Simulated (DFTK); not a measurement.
Runs of DFTK 0.8.2 on NaI. Symmetry: Fm-3m, No. 225, cubic system. The conventional cell has a = 6.473 Å, b = 6.473 Å, c = 6.473 Å, α = 90.00°, β = 90.00°, γ = 90.00°. I (site symmetry m-3m) has 6 Na at 3.24 Å as nearest neighbours. Na (site symmetry m-3m) has 6 I at 3.24 Å as nearest neighbours. 

```csv
task,level,potentials or basis,gap on the mesh (eV),pressure (GPa),V0 of scaled cells (Å³/atom),B0 (GPa)
single point,PBEsol,dojo.nc.sr.pbesol.v0_4_1.standard.upf (PBEsol),(b),(c),-,-
equation of state,PBE,dojo.nc.sr.pbe.v0_4_1.standard.upf (PBE),-,-,34.79,15
equation of state,PBEsol,dojo.nc.sr.pbesol.v0_4_1.standard.upf (PBEsol),-,-,(a),17
single point,PBE,dojo.nc.sr.pbe.v0_4_1.standard.upf (PBE),3.64,0.4,-,-
```

Alike in all rows: no spin polarisation; cell as given; k mesh 7 × 7 × 7; cutoff (eV) 1197; smearing fermi-dirac 0.05 eV.

Problem. Fill in the values left out.

Solution. (a) 32.81; (b) 3.51; (c) -0.5.

Caveats: spin-orbit coupling is left out, which moves the levels of the heavy elements (some runs); an odd mesh through Γ misses points on the zone boundary, where band edges often lie (some runs).

A k mesh can miss the band edges, and the runs leave out spin-orbit coupling on I.

Not every run made on this cell is shown here.
